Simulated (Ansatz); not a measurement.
Ga:

```
Ga
1.0
    -1.38440    1.38440    2.31122
     1.38440   -1.38440    2.31122
     1.38440    1.38440   -2.31122
Ga
1
Cartesian
  0.0000 0.0000 0.0000
```

This isn't the form of Ga at room conditions, which is orthorhombic.

```yaml
Program: Ansatz 0.2.0
Task: relaxation of cell and atoms
Functional: RPBE
Potentials_or_basis: Ansatz PAW
Cutoff: "420 eV (not typed: the program's choice for these potentials)"
k_mesh: 13 × 13 × 13
Occupations: fermi-dirac, width 0.05 eV
Spin: no spin polarisation
```

At the start: volume 17.72 Å³/atom.

Question: How do energy, volume and symmetry change on relaxing?

Answer: It ends after 8 steps and the volume is 19.65 Å³/atom (+10.9 %); space group I4/mmm (No. 139, to 0.05 Å).

Step by step:
```csv
step,energy change (eV),largest force (eV/Å),volume (Å³)
1,0.0000,0.0000,17.72
2,-0.0272,0.0000,19.61
3,-0.0279,0.0000,19.57
4,-0.0281,0.0000,19.58
5,-0.0324,0.0000,19.64
6,-0.0329,0.0000,19.68
7,-0.0329,0.0000,19.65
8,-0.0336,0.0000,19.65
```

Final structure:
```cif
data_structure
_symmetry_space_group_name_H-M 'P 1'
_symmetry_Int_Tables_number 1
_cell_length_a 3.0879
_cell_length_b 3.0879
_cell_length_c 3.0879
_cell_angle_alpha 123.383
_cell_angle_beta 123.383
_cell_angle_gamma 84.234
_cell_volume 19.65
loop_
_atom_site_label
_atom_site_type_symbol
_atom_site_fract_x
_atom_site_fract_y
_atom_site_fract_z
_atom_site_occupancy
Ga1 Ga 0.00000 0.00000 0.00000 1
```

Caveat: the plane-wave basis is chosen anew once the cell has moved, so the energies of steps on either side of that aren't comparable; the PAW data sets come from PBE, with cores solved anew for the run's functional, which leaves a small shift of forces and pressure.
